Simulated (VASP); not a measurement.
A run of VASP 6.6.1:

File INCAR:

```
SYSTEM = Na2HO4
ALGO = Fast
EDIFF = 1E-6
ENCUT = 520
GGA = PE
ISIF = 2
ISMEAR = 1
LASPH = .TRUE.
LCHARG = .TRUE.
LELF = .TRUE.
LREAL = .FALSE.
LVHAR = .TRUE.
LWAVE = .FALSE.
NBANDS = 52
NELM = 100
PREC = Accurate
SIGMA = 0.2755
```

KPOINTS

```
k-points
0
G
  7 7 7
  0 0 0
```

POSCAR

```
Na2HO4
1.0
    0.0000000000      4.3776620000      4.3776620000
    4.3776620000      0.0000000000      4.3776620000
    4.3776620000      4.3776620000      0.0000000000
O H Na
8 2 4
Direct
    0.2622500000      0.2622500000      0.2622500000
    0.2867400000      0.7377500000      0.7377500000
    0.2622500000      0.2622500000      0.7132600000
    0.7377500000      0.2867400000      0.7377500000
    0.7132600000      0.2622500000      0.2622500000
    0.7377500000      0.7377500000      0.7377500000
    0.2622500000      0.7132600000      0.2622500000
    0.7377500000      0.7377500000      0.2867400000
    0.3750000000      0.3750000000      0.3750000000
    0.6250000000      0.6250000000      0.6250000000
    0.0000000000      0.0000000000      0.0000000000
    0.5000000000      0.0000000000      0.0000000000
    0.0000000000      0.0000000000      0.5000000000
    0.0000000000      0.5000000000      0.0000000000
```

Potentials or basis: VASP PAW PBE potentials, release 64 (O, H, Na_pv).

Launch:

```bash
$ cat potpaw_PBE.64/O/POTCAR potpaw_PBE.64/H/POTCAR potpaw_PBE.64/Na_pv/POTCAR > POTCAR
$ mpirun -np 1 vasp_std > vasp.out
```

Hardware: 1 thread of AMD EPYC 7R43 64-Core Processor (Zen 3), on a shared host.

Question: Estimate the wall time of this run.

Answer: Run time: 13 min on 1 thread of AMD EPYC 7R43 64-Core Processor (Zen 3), on a shared host, peak memory 0.43 GiB. Counts: scf iterations 17, k points 44.
